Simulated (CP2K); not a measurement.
Crystal: Hf.

```
CELL_PARAMETERS angstrom
3.19670 0.00000 0.00000
-1.59835 2.76842 0.00000
0.00000 0.00000 5.05780
ATOMIC_POSITIONS crystal
Hf 0.66667 0.33333 0.75000
Hf 0.33333 0.66667 0.25000
```

Base run:

| Property | Result |
| --- | --- |
| Program | CP2K 2026.2 |
| Functional | r2SCAN |
| Potentials or basis | POTENTIAL_UZH Hf GTH-PBE-q12; TZVP-MOLOPT-PBE-GTH basis |
| Density cutoff | 9184 eV |
| k mesh | 10 × 10 × 5 |
| Occupations | fermi-dirac, width 0.05 eV |
| Spin | no spin polarisation |

Its results: band gap on the k mesh none (metal or under the smearing width); pressure 2.1 GPa.

**Question.** The run is repeated on the same cell with these changes: functional from r2SCAN to BLYP. What comes out?

**Answer.** Band gap on the k mesh none (metal or under the smearing width); pressure 3.7 GPa.

Caveats: the potentials were made for another functional, which shifts forces and pressure; spin-orbit coupling is left out, which moves the levels of the heavy elements; the basis of atomic orbitals isn't converged, which shifts pressures, moduli and gaps.
